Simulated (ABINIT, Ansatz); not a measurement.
## KI (Fm-3m): from Born charge to LO-TO splitting

Wanted: the LO mode of KI (Fm-3m) from the TO mode and the field response.

Calculated with ABINIT 10.8.3; DFT LDA, scalar-relativistic, plane waves, PseudoDojo norm-conserving pseudopotentials.

## Step 1: The relaxed structure

The structure is cubic, space group Fm-3m (No. 225). The conventional cell has a = 6.818 Å, b = 6.818 Å, c = 6.818 Å, α = 90.00°, β = 90.00°, γ = 90.00°. Nearest to K lie 6 I at 3.41 Å. I has 6 K at 3.41 Å nearest. Farther neighbours and most contacts between anions are not listed.

As a file:

```cif
data_structure
_symmetry_space_group_name_H-M 'P 1'
_symmetry_Int_Tables_number 1
_cell_length_a 4.8208
_cell_length_b 4.8208
_cell_length_c 4.8208
_cell_angle_alpha 60.000
_cell_angle_beta 60.000
_cell_angle_gamma 60.000
_cell_volume 79.22
loop_
_atom_site_label
_atom_site_type_symbol
_atom_site_fract_x
_atom_site_fract_y
_atom_site_fract_z
_atom_site_occupancy
K1 K 0.00000 0.00000 0.00000 1
I2 I 0.50000 0.50000 0.50000 1
```

This is the cell after its relaxation at this level of theory, not the database cell from which that began.

## Step 2: What the response run gave

A linear-response run on the relaxed cell, with the response to an electric field; only its zone-centre results are used. Cutoff 32 Ha, k mesh 4×4×4 with shifts.

Numbers of over 12 decimals in the logs are rounded to 6 here.

The log of the run:

```text
[banners, grids, parts of the stress and lines that vanish by symmetry left out]
- input  file    -> dfpt_gamma.abi
- output file    -> dfpt_gamma.abo
- root for input  files -> dfpt_gammai
[...]
DATASET    1 : space group Fm -3 m (#225); Bravais cF (face-center cubic)
[...]
nfft =      110592          nkpt =         128
[...]
DATASET    2 : space group Fm -3 m (#225); Bravais cF (face-center cubic)
[...]
nfft =      110592          nkpt =         128
[...]
== DATASET  1 ==================================================================
[...]
cutoff_energies: {ecut:  32.0, pawecutdg:  -1.0, }
[...]
- 53.00000   7.00000  180309                  znucl, zion, pspdat
[...]
Perturbation : derivative vs k along direction   1
[...]
-ETOT  1  -11.526231101319     -1.153E+01 2.841E-02 0.000E+00
 ETOT  2  -11.580273567438     -5.404E-02 1.235E-03 0.000E+00
 ETOT  3  -11.580927615621     -6.540E-04 2.693E-05 0.000E+00
 ETOT  4  -11.580938904435     -1.129E-05 1.216E-06 0.000E+00
 ETOT  5  -11.580939155155     -2.507E-07 3.985E-08 0.000E+00
[...]
At SCF step   15   max residual=  9.93E-21 < tolwfr=  1.00E-20 =>converged.
[...]
Perturbation : derivative vs k along direction   2
[...]
-ETOT  1  -11.526231101145     -1.153E+01 2.841E-02 0.000E+00
[...]
At SCF step   15   max residual=  9.93E-21 < tolwfr=  1.00E-20 =>converged.
[...]
Perturbation : derivative vs k along direction   3
[...]
-ETOT  1  -11.526231100972     -1.153E+01 2.841E-02 0.000E+00
[...]
At SCF step   15   max residual=  9.93E-21 < tolwfr=  1.00E-20 =>converged.
[...]
1        1       1.6687352569    0.0000000000
     1        2       0.8343676284    0.0000000000
     1        3       0.8343676284   -0.0000000000
     2        1       0.8343676284    0.0000000000
     2        2       1.6687352569    0.0000000000
     2        3       0.8343676284    0.0000000000
     3        1       0.8343676284   -0.0000000000
     3        2       0.8343676284    0.0000000000
     3        3       1.6687352569    0.0000000000
[...]
== DATASET  2 ==================================================================
[...]
cutoff_energies: {ecut:  32.0, pawecutdg:  -1.0, }
[...]
Perturbation : displacement of atom   1   along direction   1
[...]
-ETOT  1   6.120654     -2.725E+03 7.923E+00 4.956E+02
[...]
At SCF step   13       vres2   =  3.55E-12 < tolvrs=  1.00E-10 =>converged.
[...]
Perturbation : displacement of atom   2   along direction   1
[...]
-ETOT  1   1.553274     -3.745E+02 1.102E+00 8.686E+02
[...]
At SCF step   10       vres2   =  2.29E-11 < tolvrs=  1.00E-10 =>converged.
[...]
Perturbation : homogeneous electric field along direction   1
[...]
-ETOT  1  -52.184401921674     -5.218E+01 7.045E-01 5.113E+04
[...]
ETOT 11  -64.412808624526     -1.592E-12 5.548E-14 1.973E-10
 ETOT 12  -64.412808624526      1.990E-13 1.355E-15 2.123E-11
 At SCF step   12       vres2   =  2.12E-11 < tolvrs=  1.00E-10 =>converged.
[...]
Dielectric tensor, in cartesian coordinates,
[...]
1    4   1    4         3.1219018277        -0.0000000000
   1    4   2    4        -0.0000000000        -0.0000000000
   1    4   3    4        -0.0000000000        -0.0000000000
   2    4   1    4        -0.0000000000        -0.0000000000
   2    4   2    4         3.1219018277        -0.0000000000
   2    4   3    4        -0.0000000000        -0.0000000000
   3    4   1    4        -0.0000000000        -0.0000000000
   3    4   2    4        -0.0000000000        -0.0000000000
   3    4   3    4         3.1219018277        -0.0000000000
  Effective charges, in cartesian coordinates,
[...]
1    1   1    4         1.1062228799         0.0000000000
   2    1   1    4         0.0000000000         0.0000000000
   3    1   1    4        -0.0000000000         0.0000000000
   1    2   1    4        -1.1058247226         0.0000000000
   2    2   1    4        -0.0000000000         0.0000000000
[...]
Effective charges, in cartesian coordinates,
[...]
2    4   1    2         0.0000000000         0.0000000000
   3    4   1    2         0.0000000000         0.0000000000
   1    4   2    2        -0.0000000000         0.0000000000
   2    4   2    2        -1.1058247475         0.0000000000
   3    4   2    2        -0.0000000000         0.0000000000
   1    4   3    2         0.0000000000         0.0000000000
   2    4   3    2        -0.0000000000         0.0000000000
   3    4   3    2        -1.1058247475         0.0000000000
  Phonon wavevector (reduced coordinates) :  0.00000  0.00000  0.00000
 Phonon energies in Hartree :
[...]
Phonon frequencies in cm-1    :
-  3.072892E-01  3.072894E-01  3.072898E-01  1.147114E+02  1.147114E+02
-  1.147114E+02
  Phonon at Gamma, with non-analyticity in the
[...]
Phonon energies in Hartree :
[...]
Phonon frequencies in cm-1    :
-  3.072892E-01  3.072894E-01  3.074481E-01  1.147114E+02  1.147114E+02
-  1.459549E+02
  Phonon at Gamma, with non-analyticity in the
[...]
Phonon energies in Hartree :
[...]
Phonon frequencies in cm-1    :
-  3.072892E-01  3.072898E-01  3.074477E-01  1.147114E+02  1.147114E+02
-  1.459549E+02
  Phonon at Gamma, with non-analyticity in the
[...]
Phonon energies in Hartree :
[...]
Phonon frequencies in cm-1    :
-  3.072894E-01  3.072898E-01  3.074475E-01  1.147114E+02  1.147114E+02
-  1.459549E+02
[...]
fcart2     0.0000000000E+00  0.0000000000E+00  0.0000000000E+00
           strten2     0.0000000000E+00  0.0000000000E+00  0.0000000000E+00
================================================================================
```

```
                       quantity    value
             cell volume Ω (Å³)   79.223
                  mass of K (u)   39.098
                  mass of I (u)  126.904
      Born charge of K, raw (e)    1.106
      Born charge of I, raw (e)   -1.106
                             ε∞    3.122
ω(TO) after the sum rule (cm⁻¹)    114.7
```

## Step 3: The calculation

The charges must sum to zero over the cell; taking off their mean, 0.000 e, leaves Z* = 1.106 e on K. In the polar mode K moves against I, so the reduced mass is μ = 39.10 × 126.90 / 166.00 = 29.890 u.

A longitudinal wave builds up a field that adds to the restoring force: ω(LO)² = ω(TO)² + 4π Z*² / (μ Ω ε∞), in Hartree atomic units. With μ = 54485 electron masses and Ω = 534.62 bohr³ the second term is 1.6903e-07 Ha², or 8142 cm⁻² (1 Ha = 219474.6 cm⁻¹).

So ω(LO) = √(13158 + 8142) = 145.9 cm⁻¹, and by the Lyddane-Sachs-Teller relation ε₀ = ε∞ (ω(LO)/ω(TO))² = 5.05.

## Step 4: Check against the program

The analysis program adds the same non-analytic term to the full matrix.

The log of the run:

```text
[banners, grids, parts of the stress and lines that vanish by symmetry left out]
-outvars_anaddb: echo values of input variables ----------------------

 Flags :
[...]
Dielectric Tensor and Effective Charges
[...]
Effective charge tensors after
[...]
Phonon wavevector (reduced coordinates) :  0.00000  0.00000  0.00000
 Phonon energies in Hartree :
[...]
Phonon energies in meV     :
-  0.000000E+00  0.000000E+00  0.000000E+00  1.422223E+01  1.422223E+01
-  1.422223E+01
 Phonon frequencies in cm-1    :
-  0.000000E+00  0.000000E+00  0.000000E+00  1.147100E+02  1.147100E+02
-  1.147100E+02
 Phonon frequencies in Thz     :
-  0.000000E+00  0.000000E+00  0.000000E+00  3.438919E+00  3.438919E+00
-  3.438919E+00
 Phonon energies in Kelvin  :
-  0.000000E+00  0.000000E+00  0.000000E+00  1.650421E+02  1.650421E+02
-  1.650421E+02
[...]
-  1  0.00000000E+00  0.00000000E+00 -1.81786943E-03
-     0.00000000E+00  0.00000000E+00  0.00000000E+00
-  2  0.00000000E+00  0.00000000E+00 -1.81786721E-03
-     0.00000000E+00  0.00000000E+00  0.00000000E+00
[...]
-  1  0.00000000E+00  1.81786943E-03  0.00000000E+00
-     0.00000000E+00  0.00000000E+00  0.00000000E+00
-  2  0.00000000E+00  1.81786721E-03  0.00000000E+00
-     0.00000000E+00  0.00000000E+00  0.00000000E+00
[...]
-  1  1.81786943E-03  0.00000000E+00  0.00000000E+00
-     0.00000000E+00  0.00000000E+00  0.00000000E+00
-  2  1.81786721E-03  0.00000000E+00  0.00000000E+00
-     0.00000000E+00  0.00000000E+00  0.00000000E+00
[...]
-  1  0.00000000E+00  0.00000000E+00 -3.27507824E-03
-     0.00000000E+00  0.00000000E+00  0.00000000E+00
-  2  0.00000000E+00  0.00000000E+00  1.00902788E-03
-     0.00000000E+00  0.00000000E+00  0.00000000E+00
[...]
-  1  0.00000000E+00 -3.27507824E-03  0.00000000E+00
-     0.00000000E+00  0.00000000E+00  0.00000000E+00
-  2  0.00000000E+00  1.00902788E-03  0.00000000E+00
-     0.00000000E+00  0.00000000E+00  0.00000000E+00
[...]
-  1  3.27507824E-03  0.00000000E+00  0.00000000E+00
-     0.00000000E+00  0.00000000E+00  0.00000000E+00
-  2 -1.00902788E-03  0.00000000E+00  0.00000000E+00
-     0.00000000E+00  0.00000000E+00  0.00000000E+00
[...]
-     1          0.000000     0.000000    -0.000001     0.000001
-     2          0.000000     0.000001     0.000000     0.000001
-     3          0.000001    -0.000000     0.000000     0.000001
-     4          0.000019     0.000017    -1.382648     1.382648
-     5          0.000004    -1.382648    -0.000017     1.382648
-     6          1.382648     0.000004     0.000019     1.382648
[...]
-   1     Real    0.0000E+00  0.0000E+00  0.0000E+00  0.0000E+00  0.0000E+00  0.0000E+00  0.0000E+00
[...]
-  1.809530E+01
 Phonon frequencies in cm-1    :
-  0.000000E+00  0.000000E+00  0.000000E+00  1.147100E+02  1.147100E+02
-  1.459484E+02
 Phonon frequencies in Thz     :
-  0.000000E+00  0.000000E+00  0.000000E+00  3.438919E+00  3.438919E+00
-  4.375424E+00
 Phonon energies in Kelvin  :
-  0.000000E+00  0.000000E+00  0.000000E+00  1.650421E+02  1.650421E+02
-  2.099872E+02
[...]
-  1  0.00000000E+00  0.00000000E+00 -1.81786943E-03
-     0.00000000E+00  0.00000000E+00  0.00000000E+00
-  2  0.00000000E+00  0.00000000E+00 -1.81786721E-03
-     0.00000000E+00  0.00000000E+00  0.00000000E+00
[...]
Phonon at Gamma, with non-analyticity in the
[...]
Phonon energies in Hartree :
[...]
Phonon energies in meV     :
-  0.000000E+00  0.000000E+00  0.000000E+00  1.422223E+01  1.422223E+01
-  1.809530E+01
 Phonon frequencies in cm-1    :
-  0.000000E+00  0.000000E+00  0.000000E+00  1.147100E+02  1.147100E+02
-  1.459484E+02
 Phonon frequencies in Thz     :
-  0.000000E+00  0.000000E+00  0.000000E+00  3.438919E+00  3.438919E+00
-  4.375424E+00
 Phonon energies in Kelvin  :
-  0.000000E+00  0.000000E+00  0.000000E+00  1.650421E+02  1.650421E+02
-  2.099872E+02
[...]
Phonon at Gamma, with non-analyticity in the
[...]
Phonon energies in Hartree :
[...]
Phonon energies in meV     :
-  0.000000E+00  0.000000E+00  0.000000E+00  1.422223E+01  1.422223E+01
-  1.809530E+01
 Phonon frequencies in cm-1    :
-  0.000000E+00  0.000000E+00  0.000000E+00  1.147100E+02  1.147100E+02
-  1.459484E+02
 Phonon frequencies in Thz     :
-  0.000000E+00  0.000000E+00  0.000000E+00  3.438919E+00  3.438919E+00
-  4.375424E+00
 Phonon energies in Kelvin  :
-  0.000000E+00  0.000000E+00  0.000000E+00  1.650421E+02  1.650421E+02
-  2.099872E+02
[...]
-  1  3.11158799E-06 -1.81784290E-03 -9.27325032E-06
-     0.00000000E+00  0.00000000E+00  0.00000000E+00
-  2  3.11130044E-06 -1.81784096E-03 -9.27352275E-06
-     0.00000000E+00  0.00000000E+00  0.00000000E+00
[...]
-  1  1.81786509E-03  3.09934113E-06  2.32290697E-06
-     0.00000000E+00  0.00000000E+00  0.00000000E+00
-  2  1.81786315E-03  3.09962099E-06  2.32318777E-06
-     0.00000000E+00  0.00000000E+00  0.00000000E+00
[...]
-  1  3.52920357E-04  2.11911255E-03 -2.47203291E-03
-     0.00000000E+00  0.00000000E+00  0.00000000E+00
-  2 -1.08732205E-04 -6.52883223E-04  7.61615428E-04
-     0.00000000E+00  0.00000000E+00  0.00000000E+00
[...]
-  1  2.65069906E-03 -1.63098753E-03 -1.01971154E-03
-     0.00000000E+00  0.00000000E+00  0.00000000E+00
-  2 -8.16661176E-04  5.02495440E-04  3.14165737E-04
-     0.00000000E+00  0.00000000E+00  0.00000000E+00
[...]
Direction                     Dielectric constant
[...]
0.00000   0.00000   1.00000      5.05377213
   1.00000   1.00000   1.00000      5.05377213
-
```

```
    quantity  by hand  program
ω(LO) (cm⁻¹)    145.9    145.9
          ε₀     5.05     5.05
```

## Step 5: What came out

* TO mode: 114.7 cm⁻¹
* LO mode: 145.9 cm⁻¹
* static dielectric constant: 5.054

**Reading.** The LO mode of KI (Fm-3m) lies at 146 cm⁻¹, 31 cm⁻¹ above the TO mode; the formula meets the program within 0.1 cm⁻¹, as it must for a cubic crystal with one polar mode. ω(LO)² − ω(TO)² goes with Z*²/ε∞: an error of 5 % in ε∞ would move the LO mode by 1.3 cm⁻¹, and semilocal functionals tend to overestimate ε∞. These are harmonic values at zero temperature, at the volume of this functional, for the structure held cubic; stability elsewhere in the zone is no part of this calculation.

[Host names and launcher messages were left out of these logs when they were recorded.]

[Logs are printed without paths, hosts, clocks, repeated set-up lines and the standing remarks that a program may print on its own settings, such as how far it seeks lower states.]

[Hosts, paths, dates, database ids (printed as entryN), source tags and the programs' standing remarks are cut or masked in the printed files.]
